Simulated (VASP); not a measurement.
# Bi in VASP: settings compared

Aim: see how the results for Bi move with the level of theory and the settings. Levels: PBE, PBE+D4. Tasks: relaxation of the atoms.

All numbers are computed with VASP 6.6.1; they aren't measurements. Logs are shortened: lines on timing, memory, paths and dates and some standing lists are left out, and cuts for length are marked.

**1. The sheet as given**

The cell holds a sheet with vacuum, 1 atom: a = 3.129 Å, b = 3.129 Å, c = 23.800 Å, α = 90.00°, β = 90.00°, γ = 90.00°.

The cell was built by a generator and needn't be a form met in nature.

**2. Relaxation of the atoms, PBE**

Input file INCAR:

```
SYSTEM = Bi
PREC = Accurate
ENCUT = 520
EDIFF = 1E-7
ISMEAR = 0
SIGMA = 0.05
LREAL = .False.
LASPH = .True.
NELM = 60
ALGO = Normal
ISIF = 2
LWAVE = .False.
LCHARG = .False.
LDIPOL = .True.
IDIPOL = 3
DIPOL = 0.5 0.5 0.294
GGA = PE
IBRION = 2
NSW = 40
EDIFFG = -0.005
```

Input file KPOINTS:

```
Automatic mesh
0
Gamma
  9 9 1
  0 0 0
```

Input file POSCAR:

```
Bi
1.0
    3.1293200000      0.0000000000      0.0000000000
    0.0000000000      3.1293200000      0.0000000000
    0.0000000000      0.0000000000     23.8000000000
Bi
1
Selective dynamics
Direct
    0.5000000000      0.5000000000      0.2941200000  F F F
```

Potentials or basis: VASP PAW PBE potentials, release 64 (Bi_d).

Run with:

```sh
$ cat potpaw_PBE.64/Bi_d/POTCAR > POTCAR
$ mpirun -np 1 vasp_std > vasp.out
```

OUTCAR:

```text
SYSTEM = Bi
   PREC = Accurate
   ENCUT = 520
   EDIFF = 1E-7
   ISMEAR = 0
   LREAL = .False.
   LASPH = .True.
   NELM = 60
   ISIF = 2
   GGA = PE
   IBRION = 2
   NSW = 40
   EDIFFG = -0.005

 ion  position               nearest neighbor table
   1  0.500  0.500  0.294-

  LATTYP: Found a simple tetragonal cell.
 ALAT       =     3.1293200000
 C/A-ratio  =     7.6054861759

  Lattice vectors:

 A1 = (   3.1293200000,   0.0000000000,   0.0000000000)
 A2 = (   0.0000000000,   3.1293200000,   0.0000000000)
 A3 = (   0.0000000000,   0.0000000000,  23.8000000000)

Analysis of symmetry for initial positions (statically):
=====================================================================
 Subroutine PRICEL returns:
 Original cell was already a primitive cell.

 Routine SETGRP: Setting up the symmetry group for a
 simple tetragonal supercell.

 Subroutine GETGRP returns: Found 16 space group operations
 (whereof  8 operations were pure point group operations)
 out of a pool of 16 trial point group operations.

The static configuration has the point symmetry C_4v.
 The point group associated with its full space group is D_4h.

Analysis of symmetry for dynamics (positions and initial velocities):
=====================================================================
 Subroutine PRICEL returns:
 Original cell was already a primitive cell.

 Routine SETGRP: Setting up the symmetry group for a
 simple tetragonal supercell.

 Subroutine GETGRP returns: Found 16 space group operations
 (whereof  8 operations were pure point group operations)
 out of a pool of 16 trial point group operations.

The dynamic configuration has the point symmetry C_4v.
 The point group associated with its full space group is D_4h.

Analysis of constrained symmetry for selective dynamics:
=====================================================================
 Subroutine PRICEL returns:
 Original cell was already a primitive cell.

 Routine SETGRP: Setting up the symmetry group for a
 simple tetragonal supercell.

 Subroutine GETGRP returns: Found 16 space group operations
 (whereof  8 operations were pure point group operations)
 out of a pool of 16 trial point group operations.

The constrained configuration has the point symmetry C_4v.
 The point group associated with its full space group is D_4h.

 Subroutine INISYM returns: Found 16 space group operations
 (whereof  8 operations are pure point group operations),
 and found     1 'primitive' translations

----------------------------------------------------------------------------------------

                                     Primitive cell

  volume of cell :     233.0649

  direct lattice vectors                    reciprocal lattice vectors
     3.129320000  0.000000000  0.000000000     0.319558243  0.000000000  0.000000000
     0.000000000  3.129320000  0.000000000     0.000000000  0.319558243  0.000000000
     0.000000000  0.000000000 23.800000000     0.000000000  0.000000000  0.042016807

  length of vectors
     3.129320000  3.129320000 23.800000000     0.319558243  0.319558243  0.042016807

  position of ions in fractional coordinates (direct lattice)
     0.500000000  0.500000000  0.294120000

  ion indices of the primitive-cell ions
   primitive index   ion index
                 1           1

----------------------------------------------------------------------------------------

 KPOINTS: Automatic mesh

Automatic generation of k-mesh.
 Grid dimensions read from file:
 generate k-points for:    9    9    1

 Generating k-lattice:

  Cartesian coordinates                     Fractional coordinates (reciprocal lattice)
     0.035506471  0.000000000  0.000000000     0.111111111  0.000000000  0.000000000
     0.000000000  0.035506471  0.000000000     0.000000000  0.111111111  0.000000000
     0.000000000  0.000000000  0.042016807     0.000000000  0.000000000  1.000000000

  Length of vectors
     0.035506471  0.035506471  0.042016807

  Shift w.r.t. Gamma in fractional coordinates (k-lattice)
     0.000000000  0.000000000  0.000000000

 Subroutine IBZKPT returns following result:
 ===========================================

 Found     15 irreducible k-points:

 Following reciprocal coordinates:
            Coordinates               Weight
  0.000000  0.000000  0.000000      1.000000
  0.111111  0.000000  0.000000      4.000000
  0.222222  0.000000  0.000000      4.000000
  0.333333  0.000000  0.000000      4.000000
  0.444444  0.000000  0.000000      4.000000
  0.111111  0.111111  0.000000      4.000000
  0.222222  0.111111  0.000000      8.000000
  0.333333  0.111111  0.000000      8.000000
  0.444444  0.111111  0.000000      8.000000
  0.222222  0.222222  0.000000      4.000000
  0.333333  0.222222  0.000000      8.000000
  0.444444  0.222222  0.000000      8.000000
  0.333333  0.333333  0.000000      4.000000
  0.444444  0.333333  0.000000      8.000000
  0.444444  0.444444  0.000000      4.000000
   k-points           NKPTS =     15   k-points in BZ     NKDIM =     15   number of bands    NBANDS=     11
   number of dos      NEDOS =    301   number of ions     NIONS =      1
   total plane-waves  NPLWV = 103680
   dimension x,y,z NGX =    24 NGY =   24 NGZ =  180
   dimension x,y,z NGXF=    48 NGYF=   48 NGZF=  360
   ions per type =               1
   NGX,Y,Z   is equivalent  to a cutoff of  12.75, 12.75, 12.57 a.u.
   NGXF,Y,Z  is equivalent  to a cutoff of  25.50, 25.50, 25.15 a.u.
 SYSTEM =  Bi
   PREC   = accura    normal or accurate (medium, high low for compatibility)
   ISTART =      0    job   : 0-new  1-cont  2-samecut
   ICHARG =      2    charge: 1-file 2-atom 10-const
   ISPIN  =      1    spin polarized calculation?
   LNONCOLLINEAR =      F non collinear calculations
   LSORBIT =      F    spin-orbit coupling
   LASPH  =      T    aspherical Exc in radial PAW
   ENCUT  =  520.0 eV  38.22 Ry    6.18 a.u.   5.82  5.82 44.25*2*pi/ulx,y,z
   NELM   =     60;   NELMIN=  2; NELMDL= -5     # of ELM steps
   EDIFF  = 0.1E-06   stopping-criterion for ELM
   LREAL  =      F    real-space projection
   EDIFFG = -.5E-02   stopping-criterion for IOM
   NSW    =     40    number of steps for IOM
   IBRION =      2    ionic relax: 0-MD 1-quasi-New 2-CG
   NFREE  =      1    steps in history (QN), initial steepest desc. (CG)
   ISIF   =      2    stress and relaxation
   ISYM   =      2    0-nonsym 1-usesym 2-fastsym
   POTIM  = 0.5000    time-step for ionic-motion
   TEBEG  =    0.0;   TEEND  =   0.0 temperature during run
   PSTRESS=    0.0 pullay stress
   NELECT =      15.0000    total number of electrons
   NUPDOWN=      -1.0000    fix difference up-down
   EMIN   =  10.00;   EMAX   =-10.00  energy-range for DOS
   EFERMI =   0.00;   METHOD = LEGACY
   ISMEAR =     0;   SIGMA  =   0.05  broadening in eV -4-tet -1-fermi 0-gaus
   EFERMI_NEDOS =   21; number of points for ismear=-14 and -15
   IALGO  =     38    algorithm
   IMIX   =      4    mixing-type and parameters
     AMIX     =   0.40;   BMIX     =  1.00
     AMIX_MAG =   1.60;   BMIX_MAG =  1.00
  volume/ion in A,a.u.               =     233.06      1572.80
  Fermi-wavevector in a.u.,A,eV,Ry     =   0.656064  1.239781  5.856221  0.430420
  Thomas-Fermi vector in A             =   1.727138
   LORBIT       =      0    0 simple, 1 ext, 2 COOP (PROOUT), +10 PAW based schemes
   GGA     = PE    functional components
   LHFCALC =     F    Hartree Fock is set to
   AEXX    =    0.0000 exact exchange contribution
   IVDW    =     0    specifies the selected vdW correction
   LEPSILON=     F    determine dielectric tensor
   LRPA    =     F    only Hartree local field effects (RPA)
 conjugate gradient relaxation of ions
 non-spin polarized calculation
 Gauss-broadening in eV      SIGMA  =   0.05
  energy-cutoff  :      520.00
  volume of cell :      233.06
 maximum number of plane-waves:      6332
 NGX is ok and might be reduce to    24
   NGX = 11   NGY = 11   NGZ = 89

 dipolmoment           0.000000      0.000000     -0.000000 electrons x Angstroem

 number of electron      14.9999996 magnetization

 dipolmoment           0.000000      0.000000      0.000001 electrons x Angstroem

 Free energy of the ion-electron system (eV)
  ---------------------------------------------------
  ext. energy  EPLUGINS =         0.00000000
  ---------------------------------------------------
  free energy    TOTEN  =        -3.30120217 eV

  energy without entropy =       -3.30030685  energy(sigma->0) =       -3.30075451

 E-fermi :  -2.9563     XC(G=0):  -1.9696

 val. band max:       -3.0714384492   @ k =   0.3333   0.2222   0.0000
 cond. band min:      -2.9089822132   @ k =   0.2222   0.0000   0.0000
 fundamental gap:      0.1624562360
 Fermi energy:        -2.9562605131

 k-point     1 :       0.0000    0.0000    0.0000
  band No.  band energies     occupation
      1     -25.9953      2.00000
      2     -25.7543      2.00000
      3     -25.5619      2.00000
      4     -25.5619      2.00000
      5     -25.5417      2.00000
      6     -15.4521      2.00000
      7      -5.3647      2.00000
      8       0.2974      0.00000
      9       1.3802      0.00000
     10       1.7256      0.00000
     11       1.9111      0.00000

 k-point     2 :       0.1111    0.0000    0.0000
  band No.  band energies     occupation
      1     -25.9640      2.00000
      2     -25.7372      2.00000
      3     -25.5782      2.00000
      4     -25.5606      2.00000
      5     -25.5557      2.00000
      6     -15.2777      2.00000
      7      -5.1722      2.00000
      8      -0.0728      0.00000
      9       0.5550      0.00000
     10       1.5668      0.00000
     11       1.9165      0.00000

 k-point     3 :       0.2222    0.0000    0.0000
  band No.  band energies     occupation
      1     -25.9033      2.00000
      2     -25.6752      2.00000
      3     -25.6191      2.00000
      4     -25.5911      2.00000
      5     -25.5572      2.00000
      6     -14.7665      2.00000
      7      -4.6218      2.00000
      8      -2.9090      0.18115
      9       1.0624      0.00000
     10       2.1131      0.00000
     11       2.4840      0.00000

 k-point     4 :       0.3333    0.0000    0.0000
  band No.  band energies     occupation
      1     -25.8635      2.00000
      2     -25.6652      2.00000
      3     -25.6309      2.00000
      4     -25.5750      2.00000
      5     -25.5534      2.00000
      6     -13.9934      2.00000
      7      -5.4383      2.00000
      8      -3.8185      2.00000
      9       1.9810      0.00000
     10       2.7348      0.00000
     11       3.4301      0.00000

 k-point     5 :       0.4444    0.0000    0.0000
  band No.  band energies     occupation
      1     -25.8475      2.00000
      2     -25.6950      2.00000
      3     -25.6567      2.00000
      4     -25.5508      2.00000
      5     -25.4994      2.00000
      6     -13.2658      2.00000
      7      -7.0853      2.00000
      8      -3.0778      1.99941
      9       1.8356      0.00000
     10       3.2697      0.00000
     11       4.1825      0.00000
[... 85 lines left out ...]
 k-point    12 :       0.4444    0.2222    0.0000
  band No.  band energies     occupation
      1     -25.7212      2.00000
      2     -25.6882      2.00000
      3     -25.6808      2.00000
      4     -25.6059      2.00000
      5     -25.4872      2.00000
      6     -12.5861      2.00000
      7      -6.3886      2.00000
      8      -2.3273      0.00000
      9      -0.6887      0.00000
     10       2.5111      0.00000
     11       3.9343      0.00000

 k-point    13 :       0.3333    0.3333    0.0000
  band No.  band energies     occupation
      1     -25.7412      2.00000
      2     -25.6550      2.00000
      3     -25.6523      2.00000
      4     -25.5730      2.00000
      5     -25.5430      2.00000
      6     -12.5399      2.00000
      7      -4.0863      2.00000
      8      -3.8803      2.00000
      9      -2.2687      0.00000
     10       3.5111      0.00000
     11       3.9631      0.00000

 k-point    14 :       0.4444    0.3333    0.0000
  band No.  band energies     occupation
      1     -25.7728      2.00000
      2     -25.6826      2.00000
      3     -25.6503      2.00000
      4     -25.5646      2.00000
      5     -25.4561      2.00000
      6     -11.8064      2.00000
      7      -5.6751      2.00000
      8      -3.3335      2.00000
      9      -1.5349      0.00000
     10       2.6488      0.00000
     11       3.3360      0.00000

 k-point    15 :       0.4444    0.4444    0.0000
  band No.  band energies     occupation
      1     -25.8062      2.00000
      2     -25.6792      2.00000
      3     -25.6788      2.00000
      4     -25.5254      2.00000
      5     -25.3984      2.00000
      6     -11.0536      2.00000
      7      -5.1068      2.00000
      8      -5.0394      2.00000
      9      -0.8341      0.00000
     10       1.4338      0.00000
     11       4.2670      0.00000

------------------------ aborting loop because EDIFF is reached ----------------------------------------

 vacuum level on the upper side and lower side of the slab       (xc-potential included)        -0.007        -0.007

  FORCE on cell =-STRESS in cart. coord.  units (eV):
  Direction    XX          YY          ZZ          XY          YZ          ZX
  --------------------------------------------------------------------------------------
  -------------------------------------------------------------------------------------
  Total       -0.0099819     -0.0099819     -0.0152689      0.0000000     -0.0000000      0.0000000
  in kB       -0.0686193     -0.0686193     -0.1049645      0.0000000     -0.0000000      0.0000000
  external PRESSURE =      -0.0807343 kB  Pullay stress =       0.0000000 kB

 VOLUME and BASIS-vectors are now :
 -----------------------------------------------------------------------------
  energy-cutoff  :      520.00
  volume of cell :      233.06
      direct lattice vectors                 reciprocal lattice vectors
     3.129320000  0.000000000  0.000000000     0.319558243  0.000000000  0.000000000
     0.000000000  3.129320000  0.000000000     0.000000000  0.319558243  0.000000000
     0.000000000  0.000000000 23.800000000     0.000000000  0.000000000  0.042016807

 POSITION                                       TOTAL-FORCE (eV/Angst)
 -----------------------------------------------------------------------------------
      1.56466      1.56466      7.00006        -0.000000      0.000000      0.000000
 -----------------------------------------------------------------------------------
    total drift:                                0.000000     -0.000000      0.000092

  FREE ENERGIE OF THE ION-ELECTRON SYSTEM (eV)
  ---------------------------------------------------
  free  energy   TOTEN  =        -3.3012021726 eV

  energy  without entropy=       -3.3003068481  energy(sigma->0) =       -3.30075451

 reached required accuracy - stopping structural energy minimisation

 vacuum level on the upper side and lower side of the slab         1.639         1.639
```

Wall time 21 s (1 thread of Intel Xeon 6975P-C (Granite Rapids), shared host); peak memory 0.3 GiB.

What came out:

```
Free energy            : -3.3012 eV
Band gap on the k mesh : none (metal or under the smearing width)
```

Final structure:
```
CELL_PARAMETERS angstrom
3.12932 0.00000 0.00000
0.00000 3.12932 0.00000
0.00000 0.00000 23.80000
ATOMIC_POSITIONS crystal
Bi 0.50000 0.50000 0.29412
```

Levels at points of the mesh, in eV from the Fermi level:
| k point | band 5 | band 6 | band 7 | band 8 | band 9 | band 10 |
| --- | --- | --- | --- | --- | --- | --- |
| (0.00, 0.00, 0.00) | -22.59 | -12.50 | -2.41 | 3.25 | 4.34 | 4.68 |

Caveat: the relaxation stopped at its first step, so nothing moved; spin-orbit coupling is left out, which moves the levels of the heavy elements.

**3. Relaxation of the atoms, PBE+D4**

Input file INCAR:

```
SYSTEM = Bi
  PREC = Accurate
  ENCUT = 520
  EDIFF = 1E-6
  ISMEAR = 0
  SIGMA = 0.05
  LREAL = .False.
  LASPH = .True.
  NELM = 60
  ALGO = Normal
  ISIF = 2
  LWAVE = .False.
  LCHARG = .False.
  LDIPOL = .True.
  IDIPOL = 3
  DIPOL = 0.5 0.5 0.294
  GGA = PE
  IVDW = 13
  IBRION = 2
  NSW = 40
  EDIFFG = -0.005
```

Input file KPOINTS:

```
regular mesh
0
Gamma
  9 9 1
  0 0 0
```

POSCAR is that of step 2.

Potentials or basis: VASP PAW PBE potentials, release 64 (Bi_d).

Run with:

```sh
$ cat potpaw_PBE.64/Bi_d/POTCAR > POTCAR
$ mpirun -np 1 vasp_std > vasp.out
```

It took 20 s on 1 thread of Intel Xeon 6975P-C (Granite Rapids), shared host; peak memory 0.3 GiB.

It converged, with:

```yaml
Free_energy: -3.5222 eV
Band_gap_on_the_k_mesh: none (metal or under the smearing width)
Dispersion_energy_per_atom: -0.221 eV
```

Final structure:
```
Bi
1.0
     3.12932    0.00000    0.00000
     0.00000    3.12932    0.00000
     0.00000    0.00000   23.80000
Bi
1
Cartesian
  1.5647 1.5647 7.0001
```

Levels at points of the mesh, in eV from the Fermi level:
```
           k point  band 3  band 4  band 5  band 6  band 7  band 8  band 9  band 10  band 11
(0.00, 0.00, 0.00)  -22.61  -22.61  -22.59  -12.50   -2.41    3.25    4.34     4.67     4.87
```

Caveat: the relaxation stopped at its first step, so nothing moved; spin-orbit coupling is left out, which moves the levels of the heavy elements.

**4. The reference run**

An earlier run on the cell as given: functional PBE; potentials or basis VASP PAW PBE potentials, release 64 (Bi_d); cutoff 520 eV; k mesh 9 × 9 × 1; occupations fermi-dirac, width 0.05 eV; no spin polarisation.

- Band gap on the k mesh: none (metal or under the smearing width)

**5. Overview**

```csv
task,level,cell,smearing,atoms held fixed (from 0),gap on the mesh (eV)
relaxation of the atoms,PBE,atoms relaxed,gaussian 0.05 eV,[0],none
relaxation of the atoms,PBE+D4,atoms relaxed,gaussian 0.05 eV,[0],none
single point,PBE,as given,fermi-dirac 0.05 eV,-,none
```

Alike in all rows: potentials or basis VASP PAW PBE potentials, release 64 (Bi_d); no spin polarisation; k mesh 9 × 9 × 1; cutoff (eV) 520.

Caveats: spin-orbit coupling is left out, which moves the levels of the heavy elements; the relaxation stopped at its first step, so nothing moved (some runs).

Total energies depend on the potentials used, so only differences within one code and one set of settings carry meaning.
